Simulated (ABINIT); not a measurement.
The system is AlN.

```xyz
2
Lattice="0.0000 2.1840 2.1840 2.1840 0.0000 2.1840 2.1840 2.1840 0.0000" Properties=species:S:1:pos:R:3 pbc="T T T"
Al    0.0000    0.0000    0.0000
N     1.0920    1.0920    1.0920
```

Measurements of this composition are mostly on another form, of space group No. 186.

| Quantity | Value |
| --- | --- |
| Program | ABINIT 10.8.3 (patched build) |
| Task | relaxation of cell and atoms |
| Functional | PBE |
| Potentials or basis | PseudoDojo NC SR PBE v0.4.1 standard |
| Cutoff | 1143 eV |
| k mesh | 8 × 8 × 8 |
| Occupations | fermi-dirac, width 0.05 eV |
| Spin | no spin polarisation |

At the start: pressure 4.5 GPa; volume 10.42 Å³/atom.

How do energy, volume and symmetry change on relaxing?

Over 4 steps the energy falls by 3.2 meV/atom and the volume is 10.65 Å³/atom (+2.3 %); space group F-43m (No. 216, to 0.05 Å).

Step by step:
| step | energy change (eV) | largest force (eV/Å) | pressure (GPa) | volume (Å³) |
| --- | --- | --- | --- | --- |
| 1 | 0.0000 | 0.0000 | 4.50 | 20.83 |
| 2 | -0.0055 | 0.0000 | 1.69 | 21.12 |
| 3 | -0.0065 | 0.0000 | 0.04 | 21.30 |
| 4 | -0.0065 | 0.0000 | 0.00 | 21.30 |

Final structure:
```
Al N
1.0
     0.00000    2.20030    2.20030
     2.20030    0.00000    2.20030
     2.20030    2.20030    0.00000
Al N
1 1
Cartesian
  0.0000 0.0000 0.0000
  1.1002 1.1002 1.1002
```
